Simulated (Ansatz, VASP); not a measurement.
**One calculation of Cs, two programs**

File INCAR:

```
  ALGO = Normal
  EDIFF = 1E-7
  ENCUT = 520
  GGA = CA
  ISIF = 2
  ISMEAR = -1
  LASPH = True
  LCHARG = False
  LREAL = False
  LWAVE = False
  NBANDS = 10
  NELM = 60
  PREC = Accurate
  SIGMA = 0.1
```

Contents of KPOINTS:

```
k-points
0
Gamma
  10 10 10
```

Contents of POSCAR:

```
Cs
1.0
    0.0000000000      2.6773412408      2.6773412408
    2.6773412408      0.0000000000      2.6773412408
    2.6773412408      2.6773412408      0.0000000000
Cs
1
Direct
    0.0000000000      0.0000000000      0.0000000000
```

Input for Ansatz:

```yaml
crystal:
  lattice:
    - [0.0, 2.6773412408, 2.6773412408]
    - [2.6773412408, 0.0, 2.6773412408]
    - [2.6773412408, 2.6773412408, 0.0]
  atoms:
    - { symbol: Cs, position: [0.0, 0.0, 0.0] }
kpoints:
  mp_grid: { grid: [10, 10, 10] }
  band_path:
    path:
      - [0.0, 0.0, 0.0]
      - [0.5, 0.0, 0.5]
      - [0.625, 0.25, 0.625]
      - [0.375, 0.375, 0.75]
      - [0.0, 0.0, 0.0]
      - [0.5, 0.5, 0.5]
      - [0.5, 0.25, 0.75]
      - [0.5, 0.0, 0.5]
    npoints: 8
scf:
  occupations: { method: fermi_dirac, width: 0.1 }
hamiltonian:
  xc: lda
  pseudopotentials: { kind: all_electron, lapw: { basis_error: 0.001 } }
output:
  forces: true
  stress: true
  eigenvalues: true
  populations: true
  dos: { projected: true, de: 0.2, e_range: [-14, 8] }
```

Change from the starting cell: volume scaled by 0.4, LAPW.

Alike in both runs: task single point; functional LDA; k mesh 10 × 10 × 10; occupations fermi-dirac, width 0.1 eV; no spin polarisation.

|  | VASP | Ansatz |
| --- | --- | --- |
| version | VASP 6.6.1 | Ansatz 0.2.0 |
| potentials or method | VASP PAW LDA potentials, release 64 (Cs_sv) | all-electron LAPW, scalar-relativistic |
| plane-wave cutoff (eV) | 520 | see its input |

```csv
,VASP,Ansatz,Ansatz less VASP
pressure (GPa),5.6,5.4,-0.12
```

Ansatz ran all-electron here, so the differences hold the error of VASP's frozen core and of both bases.

Spin-orbit coupling is left out, which matters for the levels of Cs.
